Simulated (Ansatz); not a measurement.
# Field gradients of V2O3 from run to run

Cell of run 1: a structure deposited in the COD whose atoms were relaxed with PBE, the cell held.

Space group R-3c:H (No. 167); a = 4.9418, c = 13.9903 Å, γ = 120.00°.

```csv
site,Wyckoff,site symmetry,x,y,z
V,12c,3.,0.0000,0.0000,0.8414
O,18e,.2,0.3436,0.0102,0.0833
```

One atom of each set is listed; the run and its k-mesh use a cell of 10 atoms with edges of 5.47, 5.47, 5.47 Å.

All runs are DFT with Ansatz 0.2.0 (plane waves and PAW, scalar-relativistic unless spin–orbit coupling is named, Γ-centred meshes, Fermi–Dirac smearing where given) in this cell. Start moments of run 1 as typed (μB): 2 on each V, none on the rest.

Run 1: PBE, parallel start moments, atoms relaxed; 420 eV, 9×9×9 k-points, smearing 0.05 eV.
Run 2: r2SCAN, parallel start moments, at the relaxed atoms; 500 eV, 9×9×9 k-points, smearing 0.05 eV.
Run 3: PBEsol, parallel start moments, at the relaxed atoms; 420 eV, 9×9×9 k-points, smearing 0.05 eV.

(1) What does each run give, and what moves the gradients most?

Answers

(1) 

```tsv
run	V V_zz (η)	O V_zz (η)	absolute moment (μB)
1	-1.28 (0.00)	-3.91 (0.02)	4.7
2	3.13 (0.00)	-3.90 (0.14)	8.2
3	-1.40 (0.00)	-3.80 (0.02)	4.6
```

V_zz in 10²¹ V/m². Against run 1, the gradient tensors on these sites move by at most 4.42 in run 2 (V), 0.12 in run 3 (V). The absolute moment differs between the runs, so they don't all stand in one spin state.

Semilocal functionals can leave a metal where correlation in the d or f shell opens a gap in the real compound, and that would change the values at and beside V. For runs 1, 2, 3: Measured V2O3 orders antiferromagnetically, but here all moments are parallel, as the start or the cell imposes: fields and spin densities carried over to other atoms belong to this order alone, and gaps, moments and gradients can differ too. In run 2 the program didn't check the stability of the electronic state in full, so a lower one may lie near. In runs 1, 2, 3 there is no gap above 0.1 eV, so the gradients can move by 10 % or more with the k-mesh. In run 2 the atoms aren't at the calculated equilibrium (largest force 1.0 eV/Å). The cell isn't the equilibrium one in run 3 (calculated pressure -11 GPa), and the entry's cell may itself be off.
